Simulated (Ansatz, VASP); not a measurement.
**Two plane-wave programs on Ba**

File INCAR:

```
  PREC = Accurate
  ENCUT = 520
  EDIFF = 1E-6
  ISMEAR = -1
  SIGMA = 0.05
  LREAL = F
  LASPH = T
  NELM = 60
  ALGO = Normal
  ISIF = 2
  LWAVE = F
  LCHARG = F
  GGA = PS
  NBANDS = 11
```

Contents of KPOINTS:

```
Automatic mesh
0
Gamma
  8 8 8
```

Contents of POSCAR:

```
Ba
1.0
   -2.4896773455      2.4896773455      2.4896773455
    2.4896773455     -2.4896773455      2.4896773455
    2.4896773455      2.4896773455     -2.4896773455
Ba
1
Direct
    0.0000000000      0.0000000000      0.0000000000
```

input.yaml

```yaml
crystal:
  lattice:
    - [-2.4896773455, 2.4896773455, 2.4896773455]
    - [2.4896773455, -2.4896773455, 2.4896773455]
    - [2.4896773455, 2.4896773455, -2.4896773455]
  atoms:
    - { symbol: Ba, position: [0.0, 0.0, 0.0] }
hamiltonian:
  xc: pbesol
  pseudopotentials: { kind: paw }
kpoints:
  mp_grid: { grid: [8, 8, 8] }
scf:
  occupations: { method: fermi_dirac, width: 0.05 }
output:
  forces: true
  stress: true
  eigenvalues: true
  write_density: true
  write_potential: true
  elf: true
  volumetric_format: npy
```

Alike in both runs: task single point; functional PBEsol; k mesh 8 × 8 × 8; occupations fermi-dirac, width 0.05 eV; no spin polarisation.

|  | VASP | Ansatz |
| --- | --- | --- |
| version | VASP 6.6.1 | Ansatz 0.2.0 |
| potentials or method | VASP PAW PBE potentials, release 64 (Ba_sv) | Ansatz PAW |
| plane-wave cutoff (eV) | 520 | 420 |
| valence electrons in the cell | 10 | 10 |

VASP gave:

```
gap on the k mesh at the Fermi level (eV) : none
pressure (GPa)                            : -0.5
```

Task: Which values does Ansatz return?

Result: gap on the k mesh at the Fermi level (eV): none; pressure (GPa): -0.6.

A gap of «none» marks a metal or a gap that the smearing closes.

Caveats: the PAW data sets were made with another functional, which shifts forces and pressure a little (VASP); the PAW data sets come from PBE, with cores solved anew for the run's functional, which leaves a small shift of forces and pressure (Ansatz). The runs have no spin-orbit coupling, so splittings on Ba are missing.
